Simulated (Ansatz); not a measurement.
# How BeTe (F-43m) expands on warming, part 2 of 2

Aim: the lattice, expansion, heat capacity and bulk modulus of BeTe as it warms.

What experiment has found for this phase:
- bulk modulus 67 GPa near room temperature (given in “High-Throughput Prediction of Finite-Temperature Properties using the Quasi-Harmonic Approximation”, 2016, arXiv:1603.06924)

Ansatz 0.2.0; DFT PBE+D3(BJ), scalar-relativistic, plane waves, PAW.

So far. Step 2 (Probe on a coarse mesh): The start is under 1.5 GPa at this level and looks like an insulator or semiconductor on this mesh. Step 4 (Tight relaxation): The residual pressure is 0.0035 GPa, small enough for phonons. The relaxed cell has a = 5.581 Å (conventional setting).

The database entry behind the starting cell differs from later determinations by our own check (an axis about 1.5 % short against later determinations), so it need not match the best structure at ambient conditions.

**5. The quasi-harmonic study**

Thermal expansion follows from how the free energy of the vibrations (and of the electrons in a metal) changes with strain, so the program makes strained cells, their phonons and a fit in one run.

Contents of input.yaml:

```yaml
crystal:
  lattice:
    - [0.0, 2.7904774099, 2.7904774099]
    - [2.7904774099, 0.0, 2.7904774099]
    - [2.7904774099, 2.7904774099, 0.0]
  atoms:
    - { symbol: Be, position: [0.0, 0.0, 0.0] }
    - { symbol: Te, position: [0.25, 0.25, 0.25] }
kpoints:
  mp_grid: { grid: [8, 8, 8] }
hamiltonian:
  xc: pbe
  dispersion: d3bj
scf:
  occupations: { method: fixed }
output:
  eigenvalues: true
phonons:
  method: dfpt
  qmesh: [4, 4, 4]
  temperatures: { t_max: 800.0, t_step: 50 }
  thermal_expansion: {}
```

Run with:

```bash
$ ansatz run input.yaml --threads 4 --pin off --max-ram 8192MiB --backend cpu --events-out ev --progress --plain --runs-dir out
```

Numbers of over 12 decimals in the logs are rounded to 6 here.

The log of the run:

```text
Warning: phonons: the dynamical matrix that this run interpolates holds no multipole term above the dipole-dipole one, and a site of this crystal is no centre of inversion, so its interpolated transverse optical and acoustic branches and sound speeds can stay off near Gamma, and the density of states and the thermodynamics with them. What a run solves at a wave vector of phonons.qpoints, Gamma apart, where the deck admits one, is free of this, and under fd what a larger phonons.supercell samples
[...]
Crystal: 2 atoms, lattice volume = 43.458 Å³
Basis set: ecut = 487.2 eV, 1067 PW (Γ), exchange–correlation on 60×60×60 points (8 copies of the dense FFT grid, shifted against one another)
Bands: 13, of which v1, the nominal top of the filled ones, is band 9 counted from 1 (8 counted from 0)
Symmetry: 24 space group operations
[...]
k-points: 29 of 512 (time reversal used)
[...]
SCF iter   1: F=—  HF=-7074.126697 eV  |F-HF|=—  |Δ(HF+E_count)|=         —  Δρ=4.76e-4  dr2=8.12e-5  ethr=1.77e-3  ⟨swp⟩=5.3  Hψ=2051  notcnv=0  defer=44
[...]
SCF iter  10: F=-7074.126569 eV  HF=-7074.126569 eV  |F-HF|=3.64e-12  |Δ(HF+E_count)|=  3.64e-11  Δρ=3.39e-9  dr2=5.87e-15  ethr=1.00e-12  ⟨swp⟩=7.3  Hψ=2417  notcnv=0
SCF 1 converged in 10 iterations: F = -7074.126569 eV  dr2 = 5.87e-15
[...]
relax step   1: F+E_penalty+E_count = -7074.12656875 eV  Δ(F+E_penalty+E_count) = +0.000e0 eV  max|allowed force component| = 1.561e-16 eV/Å  Δτ_max = 0.0000 Å  (10 SCF iters, accepted)
SCF converged after 10 iterations
Free energy (F): -7074.126569 eV
[...]
Internal energy: -7074.126569 eV  (E = F + TS)
E sigma→0 (E₀):  -7074.126569 eV
Fermi energy:    7.783251 eV
[...]
--- Stress (GPa, compression-positive) ---
        0.002960      -0.000000      -0.000000
       -0.000000       0.002960       0.000000
       -0.000000       0.000000       0.002960
  P = ⅓ Tr σ = 0.0030 GPa (0.030 kbar)
--- Band table (eV; the first three rows and the last of 29) ---
  k-point 0: bands = [... 5 lower, -4.6977, 7.7833, 7.7833, 7.7833, 11.3891, 11.3891, 11.3891, 11.8100]
  k-point 1: bands = [... 5 lower, -4.5443, 6.4364, 7.5367, 7.5367, 11.3824, 11.7470, 11.7470, 13.0608]
  k-point 2: bands = [... 5 lower, -4.1197, 4.3754, 7.0807, 7.0807, 11.1736, 12.2927, 12.2927, 14.9674]
  k-point 28: bands = [... 5 lower, -2.7326, 3.0868, 3.9504, 4.4518, 13.1034, 13.3418, 13.4153, 14.1012]
── thermal expansion: 3 new cells, 3 in all ──
thermal expansion: variable-cell relaxation of cell 1
thermal expansion: relaxation of cell 1
thermal expansion: relaxation of cell 2
thermal expansion: relaxation of cell 3
── thermal expansion: 2 new cells, 5 in all ──
thermal expansion: relaxation of cell 4
thermal expansion: lower-state search of cell 4
thermal expansion: phonons of cell 4
thermal expansion: relaxation of cell 5
thermal expansion: phonons of cell 5
── thermal expansion: 5 new cells, 10 in all ──
thermal expansion: relaxation of cell 6
thermal expansion: relaxation of cell 7
thermal expansion: relaxation of cell 8
thermal expansion: relaxation of cell 9
thermal expansion: relaxation of cell 10
thermal expansion: phonons of cell 6
thermal expansion: phonons of cell 7
--- Relaxed structure (1 steps of the walk, 1 accepted, 0 SCFs on fresh bases) ---
  F+E_penalty+E_count = -7074.12656875 eV   max|allowed force component| = 1.561e-16 eV/Å
  atoms:
    - { symbol: Be, position: [0.0, 0.0, 0.0] }
    - { symbol: Te, position: [0.25, 0.25, 0.25] }
--- Thermal expansion: 10 cells in 3 rounds, 0 GPa ---
  no lower state was reached at cell 4
  without vibrations: a 3.94639, b 3.94639, c 3.94639 Å, V 43.4597 Å³, B 61.92 GPa
  at 0 K: a 3.95726, b 3.95726, c 3.95726 Å, V 43.8197 Å³, B 60.69 GPa
  zero-point expansion: a +0.275, b +0.275, c +0.275, V +0.828 %
      T/K        a/Å        b/Å        c/Å       V/Å³ | expansion of a, b, c, V (1e-6/K)   | that of V in the mean from 25 °C | C_P, C_V (J/mol K of the cell) | B_T, B_S (GPa)
     0.00    3.95726    3.95726    3.95726    43.8197 |    0.00    0.00    0.00    0.00 |   11.11 |     0.000     0.000 |    60.69    60.69
   100.00    3.95761    3.95761    3.95761    43.8311 |    2.15    2.15    2.15    6.46 |   15.41 |    21.724    21.717 |    60.55    60.57
   200.00    3.95911    3.95911    3.95911    43.8810 |    5.39    5.39    5.39   16.16 |   19.54 |    34.128    34.045 |    60.07    60.22
   298.15    3.96164    3.96164    3.96164    43.9654 |    7.44    7.44    7.44   22.32 |       - |    41.122    40.889 |    59.42    59.76
   350.00    3.96324    3.96324    3.96324    44.0187 |    8.11    8.11    8.11   24.32 |   23.39 |    43.302    42.978 |    59.04    59.49
   450.00    3.96664    3.96664    3.96664    44.1320 |    8.96    8.96    8.96   26.89 |   24.96 |    45.961    45.457 |    58.29    58.94
   550.00    3.97032    3.97032    3.97032    44.2548 |    9.52    9.52    9.52   28.55 |   26.14 |    47.528    46.841 |    57.52    58.36
   650.00    3.97418    3.97418    3.97418    44.3841 |    9.92    9.92    9.92   29.75 |   27.07 |    48.552    47.680 |    56.73    57.77
   750.00    3.97819    3.97819    3.97819    44.5185 |   10.24   10.24   10.24   30.71 |   27.84 |    49.282    48.221 |    55.94    57.17
   800.00    3.98024    3.98024    3.98024    44.5874 |   10.38   10.38   10.38   31.14 |   28.19 |    49.579    48.422 |    55.54    56.87
  the static fit leaves 0.000 meV an atom of the energies and, of the stresses, 0.000 GPa of each cell's largest along a strain (root mean squares over the cells), whose Pulay part it has at -0.005 GPa
  vibrations' free energy: its fit passes through its cells
  the electrons' free energy at temperature is not in it: every band gap is over 0.83 eV
  free energies summed between the sampled wave vectors
  estimated error of the fitted expansion in any direction: up to 0.036e-6/K, at 800 K, with few degrees of freedom (an estimate, not a bound: it was exceeded on models of known expansion)
  the energies and the vibrations are of d3bj (s6 = 1.0, s8 = 0.7875, a1 = 0.4289, a2_bohr = 4.4407) at the weights and the pressure of the crystal at rest
  by sums over the sampled wave vectors an expansion of the volume parts by up to 0.61e-6/K
  by a static energy of one degree less an expansion of the volume parts by up to 0.01e-6/K
  band gaps on the cells' k-points are 1.843 to 2.047 eV
```

Run time: 6.1 min. Hardware: 4 threads of Arm Neoverse V2, shared host; peak memory 1.2 GiB; 24 min of CPU time.

Numbers from this step:

```yaml
pressure: 0.002960 GPa
volume_expansion_coefficient_at_298_k: 22.32 1e-6/K
c_p_at_298_k: 20.56 J/mol-atom/K
entropy_at_298_k: 26.15 J/mol-atom/K
isothermal_bulk_modulus_at_298_k: 59.42 GPa
grueneisen_parameter_at_298_k: 0.8587
volume_at_298_k: 21.98 Å³/atom
principal_linear_expansion_coefficients_at_298_k: 7.44, 7.44, 7.44 1e-6/K
```

Strained cells of the study; zero-point energy where phonons were solved; the pressures are stresses at a fixed cutoff and can carry an offset from the finite basis. Expansion cells, by row:

```csv
cell,|a| (Å),|b| (Å),|c| (Å),V (Å³/atom),E - E_lowest (meV/atom),"pressure, compression positive (GPa)",gap (eV),zero-point energy (meV/atom)
1,3.946,3.946,3.946,21.73,0,-0.002,1.92,-
2,3.978,3.978,3.978,22.25,2.353,-1.414,1.98,-
3,3.915,3.915,3.915,21.22,2.448,1.55,1.859,-
4,3.947,3.947,3.947,21.73,0,-0.017,1.921,54.38
5,3.966,3.966,3.966,22.06,0.955,-0.916,1.958,53.35
6,3.977,3.977,3.977,22.24,2.266,-1.389,1.978,52.78
7,3.993,3.993,3.993,22.5,5.032,-2.027,2.006,51.99
8,3.907,3.907,3.907,21.09,3.787,1.948,1.843,-
9,3.927,3.927,3.927,21.41,0.926,0.937,1.883,-
10,4.016,4.016,4.016,22.9,11.15,-2.93,2.047,-
```

Quasi-harmonic; a, b, c are the run's own cell vectors. Expansion, by row:

```csv
T (K),a (Å),b (Å),c (Å),alpha (deg),beta (deg),gamma (deg),cell volume (Å³/cell),alpha_a (1e-6/K),alpha_b (1e-6/K),alpha_c (1e-6/K),alpha_V (1e-6/K),C_P (J/mol-atom/K),C_V (J/mol-atom/K),S (J/mol-atom/K),B_T (GPa),B_S (GPa),Grueneisen,extrapolation,fit error (1e-6/K)
0,3.957,3.957,3.957,60,60,60,43.82,0,0,0,0,0,0,0,60.69,60.69,-,0,0
50,3.957,3.957,3.957,60,60,60,43.82,0.83,0.83,0.83,2.49,6.164,6.164,3.126,60.66,60.66,0.323,0,0
100,3.958,3.958,3.958,60,60,60,43.83,2.15,2.15,2.15,6.46,10.86,10.86,9.051,60.55,60.57,0.475,0,0
150,3.958,3.958,3.958,60,60,60,43.85,3.81,3.81,3.81,11.43,14.24,14.22,14.11,60.35,60.42,0.641,0,0.01
200,3.959,3.959,3.959,60,60,60,43.88,5.39,5.39,5.39,16.16,17.06,17.02,18.61,60.07,60.22,0.754,0,0.01
250,3.96,3.96,3.96,60,60,60,43.92,6.59,6.59,6.59,19.78,19.14,19.06,22.65,59.75,60,0.82,0,0.01
298.1,3.962,3.962,3.962,60,60,60,43.97,7.44,7.44,7.44,22.32,20.56,20.44,26.15,59.42,59.76,0.859,0,0.01
300,3.962,3.962,3.962,60,60,60,43.97,7.47,7.47,7.47,22.4,20.61,20.49,26.28,59.41,59.75,0.86,0,0.01
350,3.963,3.963,3.963,60,60,60,44.02,8.11,8.11,8.11,24.32,21.65,21.49,29.54,59.04,59.49,0.886,0,0.01
400,3.965,3.965,3.965,60,60,60,44.07,8.59,8.59,8.59,25.77,22.41,22.2,32.48,58.67,59.22,0.904,0,0.02
450,3.967,3.967,3.967,60,60,60,44.13,8.96,8.96,8.96,26.89,22.98,22.73,35.15,58.29,58.94,0.917,0,0.01
500,3.968,3.968,3.968,60,60,60,44.19,9.27,9.27,9.27,27.8,23.42,23.12,37.6,57.91,58.65,0.926,0,0.01
550,3.97,3.97,3.97,60,60,60,44.25,9.52,9.52,9.52,28.55,23.76,23.42,39.85,57.52,58.36,0.934,0,0.01
600,3.972,3.972,3.972,60,60,60,44.32,9.73,9.73,9.73,29.19,24.04,23.65,41.93,57.13,58.07,0.941,0,0.01
650,3.974,3.974,3.974,60,60,60,44.38,9.92,9.92,9.92,29.75,24.28,23.84,43.86,56.73,57.77,0.946,0,0.01
700,3.976,3.976,3.976,60,60,60,44.45,10.08,10.08,10.08,30.25,24.47,23.99,45.67,56.34,57.47,0.951,0,0.02
750,3.978,3.978,3.978,60,60,60,44.52,10.24,10.24,10.24,30.71,24.64,24.11,47.36,55.94,57.17,0.955,0,0.02
800,3.98,3.98,3.98,60,60,60,44.59,10.38,10.38,10.38,31.14,24.79,24.21,48.96,55.54,56.87,0.959,0,0.04
```

The expansion coefficient by temperature; values in 1e-6/K:

```csv
temperature (K),volume,principal 1
0,0,0
50,2.49,0.83
100,6.46,2.15
150,11.4,3.81
200,16.2,5.39
250,19.8,6.59
298,22.3,7.44
300,22.4,7.47
350,24.3,8.11
400,25.8,8.59
450,26.9,8.96
500,27.8,9.27
550,28.6,9.52
600,29.2,9.73
650,29.8,9.92
700,30.2,10.1
750,30.7,10.2
800,31.1,10.4
```

At 298 K the volume expansion is 22.3 × 10⁻⁶/K and B_T is 59.4 GPa. The program raised the cutoff to 487.2 eV by itself: with no cutoff typed, the study takes about 1.16 times the default for its relaxations and scales it with the volume for the phonons.

**6. Results**

| Quantity | Value |
| --- | --- |
| settings of these figures | PBE+D3(BJ), 487.2 eV, k 8×8×8, q 4×4×4 |
| volume expansion coefficient at 298 K | 22.32 1e-6/K |
| C_P at 298 K | 20.56 J/mol-atom/K |
| entropy at 298 K | 26.15 J/mol-atom/K |
| isothermal bulk modulus at 298 K | 59.42 GPa |
| Grüneisen parameter at 298 K | 0.8587 |
| volume at 298 K | 21.98 Å³/atom |
| principal linear expansion coefficients at 298 K | 7.44, 7.44, 7.44 1e-6/K |

In words: Near room temperature BeTe expands by 22.3 × 10⁻⁶/K in volume by PBE+D3(BJ), with C_P = 20.6 J/(mol K) per mole of atoms and B_T = 59.4 GPa. C_P at room temperature is 82 % of the classical 3R an atom, so the stiffest modes are still partly frozen out. A measured bulk modulus near room temperature is 67 GPa (arXiv:1603.06924); the calculated 59.4 GPa differs by -11 %. The table does not say whether its value is isothermal or adiabatic. The interpolation has no quadrupole term, so branches near the zone centre are less sure, since this crystal has sites that are not centres of inversion. The dispersion term is taken with its C6 weights frozen at the crystal at rest, in the force constants and, in the expansion study, in the energies too.

[Logs are printed without paths, hosts, clocks, repeated set-up lines and the standing remarks that a program may print on its own settings, such as how far it seeks lower states.]

[Hosts, paths, dates, database ids (printed as entryN), source tags and the programs' standing remarks are cut or masked in the printed files.]

[A step with changed settings may run another functional than the one named; its input shows which.]
